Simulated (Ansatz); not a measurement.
## Al: course of a relaxation

These are results of Ansatz 0.2.0, DFT PBE, scalar-relativistic, plane waves, PAW, not measurements. (420 eV cutoff, 18×18×14 k-mesh, Gaussian smearing of 0.10 eV, no spin polarisation)

What was changed: uniaxial strain along c, with a, b and atoms relaxed: +3.0 %.

Command:

```bash
ansatz run input.yaml --threads 1 --pin off --max-ram 2560MiB --backend cpu --events-out ev --progress --plain --runs-dir out
```

Input:

```yaml
crystal:
  lattice:
    - [2.0056543822, 2.0056543822, 0.0]
    - [-2.0056543822, 2.0056543822, 0.0]
    - [0.0, 0.0, 4.162869549]
  atoms:
    - { symbol: Al, position: [0.0, 0.0, 0.0] }
    - { symbol: Al, position: [0.5, 0.5, 0.5] }
basis:
  ecutwfc: 420
kpoints:
  mp_grid: { grid: [18, 18, 14] }
hamiltonian:
  xc: pbe
scf:
  occupations: { method: gaussian, width: 0.1 }
output:
  forces: true
  stress: true
  eigenvalues: true
relax:
  adjacent_minimum: "off"
  f_tol: 0.008
  max_steps: 40
  cell: { stress_tol: 0.015, fix: [c, angles] }
```

F is the free energy. Steps run on the plane waves of an earlier cell, but the last one, and at times one on the way, on a freshly chosen basis, so a repeated geometry can differ a little in energy. The held parts of the cell keep their stress, so P needn't end at zero.

Steps:

```tsv
step	F − F(1) (eV)	largest force component (eV/Å)	V (Å³/atom)	P (GPa)
1	0.0000	0.000	16.746	-1.07
2	-0.0002	0.000	16.671	-0.73
3	-0.0002	0.000	16.675	-0.74
4	-0.0002	0.000	16.675	-0.74
```

Relaxed structure:

```cif
data_structure
_symmetry_space_group_name_H-M 'P 1'
_symmetry_Int_Tables_number 1
_cell_length_a 2.8304
_cell_length_b 2.8304
_cell_length_c 4.1629
_cell_angle_alpha 90.000
_cell_angle_beta 90.000
_cell_angle_gamma 90.000
_cell_volume 33.35
loop_
_atom_site_label
_atom_site_type_symbol
_atom_site_fract_x
_atom_site_fract_y
_atom_site_fract_z
_atom_site_occupancy
Al1 Al 0.00000 0.00000 0.00000 1
Al2 Al 0.50000 0.50000 0.50000 1
```

The structure is tetragonal, space group I4/mmm (No. 139). Conventional cell: a = 2.830 Å, b = 2.830 Å, c = 4.163 Å, α = 90.00°, β = 90.00°, γ = 90.00°. Around Al (site symmetry 4/mmm) lie 12 Al at 2.83 to 2.89 Å.

The run converged. The run took 12 s on 1 thread of Intel(R) Xeon(R) 6975P-C (Granite Rapids), on a shared host, peak memory 0.47 GiB.